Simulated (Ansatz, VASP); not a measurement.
# B5As5H2 (armchair BAs ribbon N=10 H edges): VASP beside Ansatz

One calculation is typed for both programs; each brings its own data sets. How far apart do they land? The cell is taken from a series of runs on this material, whose earlier steps may have relaxed, scaled, displaced or heated it; both programs get it as it stands.

Main program and level: Ansatz 0.2.0; plane waves, with VASP 6.6.1 beside it; PBE.

## Step 1: Set-up

The cell holds 24 atoms: 10 B, 10 As and 4 H. Its edges and angles: a = 24.875 Å, b = 7.000 Å, c = 5.870 Å, α = 90.0°, β = 90.0°, γ = 90.0°. Vacuum lies along a and b. The structure's axis is c.

## Step 2: Ansatz: single point, PBE

Ansatz runs on its default PAW (the set named soft_2) files.

With cell and atoms fixed, the geometry can't cause a difference; cores, projectors, grids and the points listed under the comparison can.

input.yaml reads:

```yaml
crystal:
  lattice:
    - [24.875, 0.0, 0.0]
    - [0.0, 7.0, 0.0]
    - [0.0, 0.0, 5.8703779815]
  atoms:
    - { symbol: B, position: [0.193594915, 0.5, 0.999023911] }
    - { symbol: B, position: [0.32986438, 0.5, 0.001502782] }
    - { symbol: B, position: [0.46597911, 0.5, 0.002129632] }
    - { symbol: B, position: [0.601833894, 0.5, 0.002607675] }
    - { symbol: B, position: [0.737565198, 0.5, 0.002844959] }
    - { symbol: As, position: [0.197004252, 0.5, 0.323797428] }
    - { symbol: As, position: [0.330159654, 0.5, 0.334861907] }
    - { symbol: As, position: [0.466086011, 0.5, 0.335454987] }
    - { symbol: As, position: [0.60195272, 0.5, 0.335178094] }
    - { symbol: As, position: [0.738170763, 0.5, 0.336686872] }
    - { symbol: H, position: [0.84847801, 0.5, 0.4014909] }
    - { symbol: H, position: [0.145032926, 0.5, 0.454182757] }
    - { symbol: B, position: [0.262425328, 0.5, 0.502844959] }
    - { symbol: B, position: [0.398156632, 0.5, 0.502607675] }
    - { symbol: B, position: [0.534011416, 0.5, 0.502129632] }
    - { symbol: B, position: [0.670126146, 0.5, 0.501502782] }
    - { symbol: B, position: [0.806395611, 0.5, 0.499023911] }
    - { symbol: As, position: [0.261819763, 0.5, 0.836686872] }
    - { symbol: As, position: [0.398037806, 0.5, 0.835178094] }
    - { symbol: As, position: [0.533904515, 0.5, 0.835454987] }
    - { symbol: As, position: [0.669830872, 0.5, 0.834861907] }
    - { symbol: As, position: [0.802986274, 0.5, 0.823797428] }
    - { symbol: H, position: [0.151512516, 0.5, 0.9014909] }
    - { symbol: H, position: [0.8549576, 0.5, 0.954182757] }
kpoints:
  mp_grid: { grid: [1, 1, 14] }
  band_path: { path: ["Γ", Z], npoints: 90 }
scf:
  occupations: { method: fermi_dirac, width: 0.05 }
hamiltonian:
  xc: pbe
output:
  dos: { e_range: [-5, 4] }
  write_potential: true
  write_density: true
  volumetric_format: npy
```

The run is started by

```bash
> ansatz run input.yaml --threads 4 --pin off --max-ram 16384MiB --backend cpu --events-out ev --progress --plain --runs-dir out
```

Numbers of over 12 decimals in the logs are rounded to 6 here.

Log:

```text
Engine: ansatz 0.2.0, aarch64-unknown-linux-gnu
Pseudopotentials: kind: paw
Pseudopotential: B, paw, valence charge 3, recommended cutoff 420 eV (normal), B.paw.azcp
Pseudopotential: As, paw, valence charge 15, recommended cutoff 420 eV (normal), As.paw.azcp
Pseudopotential: H, paw, valence charge 1, recommended cutoff 420 eV (normal), H.paw.azcp
Functional definition: PBE
  parameter kappa = 0.804
  parameter beta = 0.066725
  exchange = pbe_x(kappa = kappa, mu = beta*pi^2/3)
  correlation = pbe_c(beta = beta)
Crystal: 24 atoms, lattice volume = 1022.180 Å³
Basis set: ecut = 420 eV, 20055 PW (Γ)
Bands: 116, of which v1, the nominal top of the filled ones, is band 92 counted from 1 (91 counted from 0)
Symmetry: 4 space group operations
Space group: Pmc21 (ITA 26), of the structure as read, at distance tolerance 1.0e-4 Å
k-points: 8 of 14 (time reversal used)
Non-local potential: B, projectors of the file, l = 0: 2, l = 1: 2, l = 2: 1
Non-local potential: As, projectors of the file, l = 0: 2, l = 1: 2, l = 2: 3, l = 3: 1
Non-local potential: H, projectors of the file, l = 0: 2, l = 1: 1
PAW form: soft (Blöchl's): semilocal exchange-correlation on the pseudo side does not see the compensation charge
PAW one-centre angular grid: B, 110 points (default); XC on 64 Gauss nodes
PAW one-centre angular grid: As, 590 points (default); XC on 64 Gauss nodes
PAW one-centre angular grid: H, 110 points (default); XC on 64 Gauss nodes
Initial density: superposition of atomic densities (neutral atoms: chi_scale 0, normalization atom), corrected by the library's trained network
Initial wavefunctions: pseudopotential atomic-orbital guess
Functional: x = pbe(κ = 0.804, μ = 0.219515), c = pbe(β = 0.066725)
SCF iter   1: F=—  HF=-50175.867510 eV  |F-HF|=—  |Δ(HF+E_count)|=         —  Δρ=1.75e-3  dr2=7.52e-2  ethr=1.77e-3  ⟨swp⟩=6.0  Hψ=3599  notcnv=0  defer=28
preconditioner: auto → Resta (q_TF=auto, 2.050 Å⁻¹)  ε∞=2.2  [insulator: Δε(μ)=1.025 eV  Ē_g=9.521 eV  σ=0.050 eV  W_gap=1.00  n_scr=130 (ndim 8)  ℏωp=10.6 eV  f_vac=0.581  D(μ)=0.00/eV (n_scr^D=0)  ε∞_Penn≈2.2  vacuum switching on, ρ_ref=6.6e-3 e/Å³]
SCF iter   2: F=—  HF=-50175.895936 eV  |F-HF|=—  |Δ(HF+E_count)|=   2.84e-2  Δρ=8.90e-4  dr2=3.43e-2  ethr=4.09e-5  ⟨swp⟩=2.9  Hψ=1360  notcnv=0  defer=120
SCF iter   3: F=—  HF=-50175.900448 eV  |F-HF|=—  |Δ(HF+E_count)|=   4.51e-3  Δρ=5.52e-4  dr2=1.75e-2  ethr=1.87e-5  ⟨swp⟩=2.0  Hψ=1064  notcnv=0  defer=120
SCF iter   4: F=—  HF=-50175.900422 eV  |F-HF|=—  |Δ(HF+E_count)|=   2.59e-5  Δρ=2.20e-4  dr2=9.63e-4  ethr=9.48e-6  ⟨swp⟩=2.0  Hψ=1013  notcnv=0  defer=120
SCF iter   5: F=—  HF=-50175.901616 eV  |F-HF|=—  |Δ(HF+E_count)|=   1.19e-3  Δρ=7.40e-5  dr2=1.27e-4  ethr=5.23e-7  ⟨swp⟩=2.0  Hψ=1100  notcnv=0  defer=120
SCF iter   6: F=—  HF=-50175.901501 eV  |F-HF|=—  |Δ(HF+E_count)|=   1.15e-4  Δρ=3.49e-5  dr2=1.48e-5  ethr=6.89e-8  ⟨swp⟩=2.0  Hψ=1084  notcnv=0  defer=120
SCF iter   7: F=—  HF=-50175.901540 eV  |F-HF|=—  |Δ(HF+E_count)|=   3.92e-5  Δρ=1.03e-5  dr2=1.45e-6  ethr=8.03e-9  ⟨swp⟩=2.0  Hψ=1284  notcnv=0  defer=120
SCF iter   8: F=—  HF=-50175.901546 eV  |F-HF|=—  |Δ(HF+E_count)|=   5.79e-6  Δρ=3.26e-6  dr2=1.17e-7  ethr=7.87e-10  ⟨swp⟩=2.0  Hψ=1544  notcnv=0  defer=120
SCF iter   9: F=-50175.901546 eV  HF=-50175.901546 eV  |F-HF|=3.39e-9  |Δ(HF+E_count)|=   1.43e-7  Δρ=1.06e-6  dr2=1.57e-8  ethr=5.43e-11  ⟨swp⟩=13.4  Hψ=3424  notcnv=0
SCF 1 converged in 9 iterations: F = -50175.901546 eV  dr2 = 1.57e-8
  greatest PAW one-centre occupation: 0.999 electrons in one spin orbital (limit 2), on the As atom at site 5 (counted from 0), in its partial waves of l = 2
NSCF: frozen V_eff on 91 k-points
WARN: The output density's exchange-correlation potential varies sharply where the density is thin. Do not read a vacuum level from v_tot or v_xc, or from such a field of the output density. On a cell that repeats whose density bears no net charge and no dipole along the vacuum's axis use v_es (v_loc + v_h of the components); under efield.dipole_correction with no amplitude use v_es + v_field, which holds any externa [...]
SCF converged after 9 iterations
Free energy (F): -50175.901546 eV
Harris-Foulkes:  -50175.901546 eV  (|F-HF|=3.39e-9)
Internal energy: -50175.901537 eV  (E = F + TS)
E sigma→0 (E₀):  -50175.901541 eV
Entropy (-TS):   -0.000010 eV (-0.000 meV/atom)
Fermi energy:    -0.050755 eV
--- Per-component energies (eV) ---
  E_band       = -4136.438017
  E_kinetic    = 1546.771722
  E_local      = -65283.266238  (includes V_loc(G=0)·N_el)
  E_nonlocal   = -6568.939176
  E_hartree    = 32548.537230
  E_xc         = -1131.808376
  E_vxc        = -1196.952657  (∫ρ·V_xc dr)
  E_paw        = -19153.953081  (= ΣΔE_a)
  E_vpaw       = 2268.877423  (= ΣTr[D̂ρ^β])
  E_aug_tail   = -0.004911  (compensation charges beyond the density's cutoff)
  E_ewald      = 7866.761293
  E_smearing   = -0.000010  (= −TS)
  E_closure    = -0.000000  (closes the sum)
  Σ components = -50175.901546   (vs F -50175.901546, Δ=0.00e0)
--- Band table (eV; the first three rows and the last of 8) ---
  k-point 0: bands = [... 88 lower, -1.2704, -1.0810, -0.6423, -0.5671, 0.4783, 0.5056, 0.8329, 0.9847, ... 20 higher]
  k-point 1: bands = [... 88 lower, -1.2754, -1.1888, -0.7702, -0.6423, 0.5450, 0.6395, 0.9603, 1.1108, ... 20 higher]
  k-point 2: bands = [... 88 lower, -1.4494, -1.2912, -1.0486, -0.8270, 0.7064, 0.9335, 1.2057, 1.2790, ... 20 higher]
  k-point 7: bands = [... 88 lower, -2.0503, -2.0503, -1.5852, -1.5852, 1.2404, 1.2404, 1.9266, 1.9266, ... 20 higher]
```

[end of part 1 of 2]

[Lines on the potential files, build, host, timing and source positions are cut from VASP's logs without a mark.]

[Logs are printed without paths, hosts, clocks, repeated set-up lines and the standing remarks that a program may print on its own settings, such as how far it seeks lower states.]

[Hosts, paths, dates, database ids (printed as entryN), source tags and the programs' standing remarks are cut or masked in the printed files.]
